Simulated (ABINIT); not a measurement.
Here is an ABINIT 10.8.3 (patched build) calculation.

Contents of run.abi:

```
# Pseudopotentials
pp_dirpath "./"
pseudos "W.GGA_PBE-JTH.xml, S.GGA_PBE-JTH.xml"

# Structure
acell 6.4273593532 6.4273593532 6.4273593518 Angstrom
rprim
     0.2456685683     0.1418368135     0.9589208898
    -0.2456685683     0.1418368135     0.9589208898
     0.0000000000    -0.2836736271     0.9589208900
ntypat 2
znucl 74 16
natom 3
typat 1 2 2
xred
    -0.0129770000     0.0109140000     0.0083710000
     0.7550000000     0.7507600000     0.7418220000
     0.5782030000     0.5706750000     0.6015190000
chkprim 0
chksymtnons 0
tolsym 1.0e-6

# Plane-wave basis
ecut 20.0
pawecutdg 40.0
pawxcdev 0

# k points
kptopt 1
ngkpt 10 10 10
nshiftk 1
shiftk 0.0 0.0 0.0

# Exchange and correlation
ixc 11

# Bands and occupations
nband 17
occopt 3
tsmear 0.00183747

# SCF cycle
nstep 100
tolvrs 1.0e-9

# Output
iomode 3
prtwf 0
prtden 0
prteig 0
prtebands 0
enunit 2
```

Potentials or basis: JTH PAW PBE v2.0.

Run with:

```bash
$ abinit run.abi > log 2>&1
```

(1) Predict the largest force.

(2) Predict the pressure.

## Answers

(1) 1.975 eV/Å.

(2) 8.7 GPa.
